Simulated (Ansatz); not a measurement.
## All-electron card of AgBr

```
Ag Br
1.0
     0.00000    2.88605    2.88605
     2.88605    0.00000    2.88605
     2.88605    2.88605    0.00000
Ag Br
1 1
Direct
  0.50000 0.50000 0.50000
  0.00000 0.00000 0.00000
```

Atom numbers follow the list: Ag1, Br2.

The cell is COD entry 9011682, as deposited and not checked against the literature; nothing was relaxed.

All numbers are computed: DFT, PBEsol, all-electron LAPW, scalar-relativistic (Ansatz 0.2.0); DFT, PBEsol, PAW with Ansatz's default frozen-core files, scalar-relativistic (Ansatz 0.2.0).

For LAPW: a Γ-centred 7×7×7 k mesh, Fermi–Dirac smearing of 0.02 eV, basis error target 0.5 meV/atom, no spin polarisation. PAW takes a cutoff of 420 eV at this cell (files made with PBE, cores remade for this functional). The Ansatz runs share mesh, smearing and spin set-up. Values come from LAPW unless marked.

| Item | Value |
| --- | --- |
| Smallest direct gap on the path | 2.40 eV |
| Bader charges (from the PAW run) | Ag1 +0.46, Br2 -0.46 e |
| Volume per atom | 24.04 Å³ |

**Question.** Predict this quantity. Löwdin charges (with 0.09 e of the cell spilling out of the atomic basis, so their sizes and signs hang on that basis).

**Answer.** Ag1 0.51, Br2 -0.42 e.

**Question.** Pressure at this cell: what does the calculation give?

**Answer.** -2.33 GPa.

**Question.** Band gap: what does the calculation give?

**Answer.** 0.51 eV, indirect from L (0.5, 0.5, 0.5) to Γ.
